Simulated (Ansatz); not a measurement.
The system is Si2W.

```
CELL_PARAMETERS angstrom
4.61685 0.00000 0.00000
-2.30843 3.99831 0.00000
0.00000 0.00000 6.65322
ATOMIC_POSITIONS crystal
W 0.50000 0.00000 0.50000
W 0.50000 0.50000 0.83333
W 0.00000 0.50000 0.16667
Si 0.32725 0.16363 0.16667
Si 0.83637 0.16363 0.83333
Si 0.16363 0.32725 0.50000
Si 0.67275 0.83637 0.16667
Si 0.16363 0.83637 0.83333
Si 0.83637 0.67275 0.50000
```

Measurements of this composition are mostly on another form, of space group No. 139.

Base run:

```yaml
Program: Ansatz 0.2.0
Functional: PBEsol
Potentials_or_basis: Ansatz PAW
Cutoff: "420 eV (not typed: the program's choice for these potentials)"
k_mesh: 7 × 7 × 4
Occupations: fermi-dirac, width 0.05 eV
Spin: no spin polarisation
Hubbard_terms: W d U = 4 eV
```

Its results: band gap on the k mesh 0.55 eV, indirect (least direct gap 1.01 eV); pressure -6.4 GPa; largest force 0.010 eV/Å.

Task: The run is repeated on the same cell with these changes: hubbard terms from W d U = 4 eV to W d U = 3 eV. What comes out?

Result: Band gap on the k mesh 0.46 eV, indirect (least direct gap 0.90 eV); pressure -6.2 GPa; largest force 0.019 eV/Å.

Caveats: odd divisions of the mesh miss points on the zone boundary, where band edges often lie, so the gap on the mesh can be too wide; spin-orbit coupling is left out, which moves the levels of the heavy elements; the PAW data sets come from PBE, with cores solved anew for the run's functional, which leaves a small shift of forces and pressure; the U is typed as a test and isn't derived for this compound.

A k mesh can miss the band edges.
